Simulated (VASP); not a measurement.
# CoO (Pm-3m) in VASP: a series of runs

The runs below take CoO through single point, with LDA.

All numbers are computed with VASP 6.6.1; they aren't measurements. Logs are shortened: lines on timing, memory, paths and dates and some standing lists are left out, and cuts for length are marked.

## (1) The crystal as given

It takes space group Pm-3m (No. 221, cubic). The conventional cell has a = 2.571 Å, b = 2.571 Å, c = 2.571 Å, α = 90.00°, β = 90.00°, γ = 90.00°. Co (site symmetry m-3m) is surrounded by 8 O at 2.23 Å. O (site symmetry m-3m) is surrounded by 8 Co at 2.23 Å.

Measurements of this composition are mostly on another form, of space group No. 225.

## (2) Single point, LDA, collinear spin, ferromagnetic start

The input, INCAR:

```
SYSTEM = CoO
ALGO = Normal
EDIFF = 1E-6
ENCUT = 520
ISIF = 2
ISMEAR = 0
ISPIN = 2
LASPH = .TRUE.
LCHARG = .FALSE.
LMAXMIX = 4
LORBIT = 11
LREAL = .FALSE.
LWAVE = .FALSE.
MAGMOM = 2 0
NELM = 150
NUPDOWN = 0
PREC = Accurate
SIGMA = 0.05
```

The input, KPOINTS:

```
k-points
0
G
  7 7 7
  0 0 0
```

The input, POSCAR:

```
CoO
1.0
    2.5705263100      0.0000000000      0.0000000000
    0.0000000000      2.5705263100      0.0000000000
    0.0000000000      0.0000000000      2.5705263100
Co O
1 1
Direct
    0.0000000000      0.0000000000      0.0000000000
    0.5000000000      0.5000000000      0.5000000000
```

Potentials or basis: VASP PAW LDA potentials, release 64 (Co, O).

On the command line:

```
> cat potpaw_LDA.64/Co/POTCAR potpaw_LDA.64/O/POTCAR > POTCAR
> mpirun -np 1 vasp_std > vasp.out
```

OUTCAR:

```text
SYSTEM = CoO
   EDIFF = 1E-6
   ENCUT = 520
   ISIF = 2
   ISMEAR = 0
   ISPIN = 2
   LASPH = .TRUE.
   LORBIT = 11
   LREAL = .FALSE.
   NELM = 150
   NUPDOWN = 0
   PREC = Accurate

 ion  position               nearest neighbor table
   1  0.000  0.000  0.000-   2 2.23   2 2.23   2 2.23   2 2.23   2 2.23   2 2.23   2 2.23   2 2.23

   2  0.500  0.500  0.500-   1 2.23   1 2.23   1 2.23   1 2.23   1 2.23   1 2.23   1 2.23   1 2.23

  LATTYP: Found a simple cubic cell.
 ALAT       =     2.5705263100

  Lattice vectors:

 A1 = (   2.5705263100,   0.0000000000,   0.0000000000)
 A2 = (   0.0000000000,   2.5705263100,   0.0000000000)
 A3 = (   0.0000000000,   0.0000000000,   2.5705263100)

Analysis of symmetry for initial positions (statically):
=====================================================================
 Subroutine PRICEL returns:
 Original cell was already a primitive cell.

 Routine SETGRP: Setting up the symmetry group for a
 simple cubic supercell.

 Subroutine GETGRP returns: Found 48 space group operations
 (whereof 48 operations were pure point group operations)
 out of a pool of 48 trial point group operations.

The static configuration has the point symmetry O_h .

Analysis of symmetry for dynamics (positions and initial velocities):
=====================================================================
 Subroutine PRICEL returns:
 Original cell was already a primitive cell.

 Routine SETGRP: Setting up the symmetry group for a
 simple cubic supercell.

 Subroutine GETGRP returns: Found 48 space group operations
 (whereof 48 operations were pure point group operations)
 out of a pool of 48 trial point group operations.

The dynamic configuration has the point symmetry O_h .

Analysis of structural, dynamic, and magnetic symmetry:
=====================================================================
 Subroutine PRICEL returns:
 Original cell was already a primitive cell.

 Routine SETGRP: Setting up the symmetry group for a
 simple cubic supercell.

 Subroutine GETGRP returns: Found 48 space group operations
 (whereof 48 operations were pure point group operations)
 out of a pool of 48 trial point group operations.

The overall configuration has the point symmetry O_h .

 Subroutine INISYM returns: Found 48 space group operations
 (whereof 48 operations are pure point group operations),
 and found     1 'primitive' translations

----------------------------------------------------------------------------------------

                                     Primitive cell

  volume of cell :      16.9850

  direct lattice vectors                    reciprocal lattice vectors
     2.570526310  0.000000000  0.000000000     0.389025390  0.000000000  0.000000000
     0.000000000  2.570526310  0.000000000     0.000000000  0.389025390  0.000000000
     0.000000000  0.000000000  2.570526310     0.000000000  0.000000000  0.389025390

  length of vectors
     2.570526310  2.570526310  2.570526310     0.389025390  0.389025390  0.389025390

  position of ions in fractional coordinates (direct lattice)
     0.000000000  0.000000000  0.000000000
     0.500000000  0.500000000  0.500000000

  ion indices of the primitive-cell ions
   primitive index   ion index
                 1           1
                 2           2

----------------------------------------------------------------------------------------

 KPOINTS: k-points

Automatic generation of k-mesh.
 Grid dimensions read from file:
 generate k-points for:    7    7    7

 Generating k-lattice:

  Cartesian coordinates                     Fractional coordinates (reciprocal lattice)
     0.055575056  0.000000000  0.000000000     0.142857143  0.000000000  0.000000000
     0.000000000  0.055575056  0.000000000     0.000000000  0.142857143  0.000000000
     0.000000000  0.000000000  0.055575056     0.000000000  0.000000000  0.142857143

  Length of vectors
     0.055575056  0.055575056  0.055575056

[... 37 lines left out ...]
   NGXF,Y,Z  is equivalent  to a cutoff of  25.87, 25.87, 25.87 a.u.
 SYSTEM =  CoO
   PREC   = accura    normal or accurate (medium, high low for compatibility)
   ISTART =      0    job   : 0-new  1-cont  2-samecut
   ICHARG =      2    charge: 1-file 2-atom 10-const
   ISPIN  =      2    spin polarized calculation?
   LNONCOLLINEAR =      F non collinear calculations
   LSORBIT =      F    spin-orbit coupling
   LASPH  =      T    aspherical Exc in radial PAW
   ENCUT  =  520.0 eV  38.22 Ry    6.18 a.u.   4.78  4.78  4.78*2*pi/ulx,y,z
   NELM   =    150;   NELMIN=  2; NELMDL= -5     # of ELM steps
   EDIFF  = 0.1E-05   stopping-criterion for ELM
   LREAL  =      F    real-space projection
   EDIFFG = 0.1E-04   stopping-criterion for IOM
   NSW    =      0    number of steps for IOM
   IBRION =     -1    ionic relax: 0-MD 1-quasi-New 2-CG
   NFREE  =      0    steps in history (QN), initial steepest desc. (CG)
   ISIF   =      2    stress and relaxation
   ISYM   =      2    0-nonsym 1-usesym 2-fastsym
   POTIM  = 0.5000    time-step for ionic-motion
   TEBEG  =    0.0;   TEEND  =   0.0 temperature during run
   PSTRESS=    0.0 pullay stress
   NELECT =      15.0000    total number of electrons
   NUPDOWN=       0.0000    fix difference up-down
   EMIN   =  10.00;   EMAX   =-10.00  energy-range for DOS
   EFERMI =   0.00;   METHOD = LEGACY
   ISMEAR =     0;   SIGMA  =   0.05  broadening in eV -4-tet -1-fermi 0-gaus
   EFERMI_NEDOS =   21; number of points for ismear=-14 and -15
   IALGO  =     38    algorithm
   IMIX   =      4    mixing-type and parameters
     AMIX     =   0.40;   BMIX     =  1.00
     AMIX_MAG =   1.60;   BMIX_MAG =  1.00
  volume/ion in A,a.u.               =       8.49        57.31
  Fermi-wavevector in a.u.,A,eV,Ry     =   1.570664  2.968124 33.565360  2.466984
  Thomas-Fermi vector in A             =   2.672363
   LORBIT       =     11    0 simple, 1 ext, 2 COOP (PROOUT), +10 PAW based schemes
   GGA     = CA    functional components
   LHFCALC =     F    Hartree Fock is set to
   AEXX    =    0.0000 exact exchange contribution
   IVDW    =     0    specifies the selected vdW correction
   LEPSILON=     F    determine dielectric tensor
   LRPA    =     F    only Hartree local field effects (RPA)
 spin polarized calculation
 Gauss-broadening in eV      SIGMA  =   0.05
  energy-cutoff  :      520.00
  volume of cell :       16.99
 maximum number of plane-waves:       464
 NGX is ok and might be reduce to    20
   NGX =  9   NGY =  9   NGZ =  9

 number of electron      15.0000019 magnetization       0.0004011

 number of electron      15.0000019 magnetization      -0.0000188

 Free energy of the ion-electron system (eV)
  ---------------------------------------------------
  ext. energy  EPLUGINS =         0.00000000
  ---------------------------------------------------
  free energy    TOTEN  =       -13.89768632 eV

  energy without entropy =      -13.89236172  energy(sigma->0) =      -13.89502402

 E-fermi :   8.9767     XC(G=0): -13.7869

 val. band max:        8.9460896471   @ k =   0.4286   0.1429   0.1429
 cond. band min:       8.9943338753   @ k =   0.4286   0.2857   0.0000
 fundamental gap:      0.0482442281
 Fermi energy:         8.9767639143

 spin component 1

 k-point     1 :       0.0000    0.0000    0.0000
  band No.  band energies     occupation
      1     -11.6229      1.00000
      2       5.9122      1.00000
      3       5.9122      1.00000
      4       5.9122      1.00000
      5       5.9198      1.00000
      6       5.9198      1.00000
      7       8.5327      1.00000
      8       8.5327      1.00000
      9       8.5327      1.00000
     10      10.4628      0.00000
     11      25.1541      0.00000
     12      25.1541      0.00000
[... 271 lines left out ...]
 k-point    20 :       0.4286    0.4286    0.4286
  band No.  band energies     occupation
      1      -8.5809      1.00000
      2       1.8983      1.00000
      3       1.8983      1.00000
      4       2.1027      1.00000
      5       8.9958      0.29489
      6       8.9958      0.29489
      7       9.4556      0.00000
      8      10.0067      0.00000
      9      10.0067      0.00000
     10      16.1266      0.00000
     11      16.9054      0.00000
     12      16.9054      0.00000
 Fermi energy:         8.9767383981

 spin component 2

 k-point     1 :       0.0000    0.0000    0.0000
  band No.  band energies     occupation
      1     -11.6229      1.00000
      2       5.9122      1.00000
      3       5.9122      1.00000
      4       5.9122      1.00000
      5       5.9197      1.00000
      6       5.9197      1.00000
      7       8.5327      1.00000
      8       8.5327      1.00000
      9       8.5327      1.00000
     10      10.4628      0.00000
     11      25.1541      0.00000
     12      25.1541      0.00000
[... 271 lines left out ...]
 k-point    20 :       0.4286    0.4286    0.4286
  band No.  band energies     occupation
      1      -8.5809      1.00000
      2       1.8983      1.00000
      3       1.8983      1.00000
      4       2.1026      1.00000
      5       8.9958      0.29492
      6       8.9958      0.29492
      7       9.4556      0.00000
      8      10.0067      0.00000
      9      10.0067      0.00000
     10      16.1265      0.00000
     11      16.9054      0.00000
     12      16.9054      0.00000

------------------------ aborting loop because EDIFF is reached ----------------------------------------

  FORCE on cell =-STRESS in cart. coord.  units (eV):
  Direction    XX          YY          ZZ          XY          YZ          ZX
  --------------------------------------------------------------------------------------
  -------------------------------------------------------------------------------------
  Total       -2.5010034     -2.5010034     -2.5010034      0.0000000     -0.0000000     -0.0000000
  in kB     -235.9167127   -235.9167127   -235.9167127      0.0000000     -0.0000000     -0.0000000
  external PRESSURE =    -235.9167127 kB  Pullay stress =       0.0000000 kB

 VOLUME and BASIS-vectors are now :
 -----------------------------------------------------------------------------
  energy-cutoff  :      520.00
  volume of cell :       16.99
      direct lattice vectors                 reciprocal lattice vectors
     2.570526310  0.000000000  0.000000000     0.389025390  0.000000000  0.000000000
     0.000000000  2.570526310  0.000000000     0.000000000  0.389025390  0.000000000
     0.000000000  0.000000000  2.570526310     0.000000000  0.000000000  0.389025390

 POSITION                                       TOTAL-FORCE (eV/Angst)
 -----------------------------------------------------------------------------------
      0.00000      0.00000      0.00000         0.000000      0.000000      0.000000
      1.28526      1.28526      1.28526         0.000000      0.000000      0.000000
 -----------------------------------------------------------------------------------
    total drift:                               -0.000000      0.000000      0.000000

  FREE ENERGIE OF THE ION-ELECTRON SYSTEM (eV)
  ---------------------------------------------------
  free  energy   TOTEN  =       -13.8976863176 eV

  energy  without entropy=      -13.8923617208  energy(sigma->0) =      -13.89502402

 total charge

# of ion       s       p       d       tot
------------------------------------------
    1        0.304   0.376   7.334   8.014
    2        1.591   3.255   0.000   4.845
--------------------------------------------------
tot          1.895   3.631   7.334  12.859

 magnetization (x)

# of ion       s       p       d       tot
------------------------------------------
    1        0.000   0.000  -0.000   0.000
    2       -0.000  -0.000   0.000  -0.000
--------------------------------------------------
tot         -0.000   0.000  -0.000  -0.000
```

It took 11 s on 1 thread of AMD EPYC 7R43 (Zen 3), shared host; peak memory 0.09 GiB.

What came out:

| Property | Result |
| --- | --- |
| Free energy | -13.8977 eV |
| Pressure | -23.6 GPa |
| Net moment | 0.00 μB per cell |
| Valence electrons inside the program's atomic spheres | Co 8.01; O 4.84 |

Caveat: the moment is held away from its start; the starting moments collapsed, and a magnetic state may lie lower; the total moment is fixed, so each spin has its own Fermi level.

## (3) Single point, LDA, non-collinear spin, random start, spin-orbit coupling

The input, INCAR:

```
SYSTEM = CoO
PREC     = Accurate       ! precision mode
ENCUT    = 520            ! plane-wave cutoff, eV
EDIFF    = 1E-6           ! SCF threshold, eV
ISMEAR   = 0              ! smearing method
SIGMA    = 0.05           ! smearing width, eV
LREAL    = .FALSE.        ! projectors in reciprocal space
LASPH    = .TRUE.         ! aspherical terms in the spheres
NELM     = 120            ! most SCF steps
ALGO     = Fast           ! electronic algorithm
ISIF     = 2              ! what is computed and relaxed
LWAVE    = .FALSE.        ! write WAVECAR
LCHARG   = .FALSE.        ! write CHGCAR
MAGMOM   = -2.102 -0.665 0.155 0 0 0 ! initial moments
LORBIT   = 11             ! projections on sites
LSORBIT  = .TRUE.         ! spin-orbit coupling
GGA_COMPAT= .FALSE.      
LORBMOM  = .TRUE.       
LMAXMIX  = 4              ! l up to which the mixer works
GGA      = CA             ! functional
```

The input, KPOINTS:

```
Automatic mesh
0
G
  7 7 7
  0 0 0
```

POSCAR is that of step 2.

Potentials or basis: VASP PAW LDA potentials, release 64 (Co, O).

On the command line:

```
> cat potpaw_LDA.64/Co/POTCAR potpaw_LDA.64/O/POTCAR > POTCAR
> mpirun -np 1 vasp_ncl > vasp.out
```

Wall time 3.1 min (1 thread of AMD EPYC 7R43 (Zen 3), shared host); peak memory 0.19 GiB.

It converged, with:

* Free energy: -14.1933 eV
* Pressure: -8.9 GPa
* Net moment: 2.98 μB per cell
* Valence electrons inside the program's atomic spheres: Co 7.93; O 4.91

Stress tensor (GPa, compression positive):
```
-8.95 -0.03  0.01
-0.03 -8.88  0.00
 0.01  0.00 -8.87
```

Moments on the atoms (μB; x, y, z):
```
Co  -2.32 -0.73  0.17
O   -0.45 -0.14  0.03
```

Caveat: a cell with one magnetic atom can't hold antiferromagnetic order, which such compounds often take.
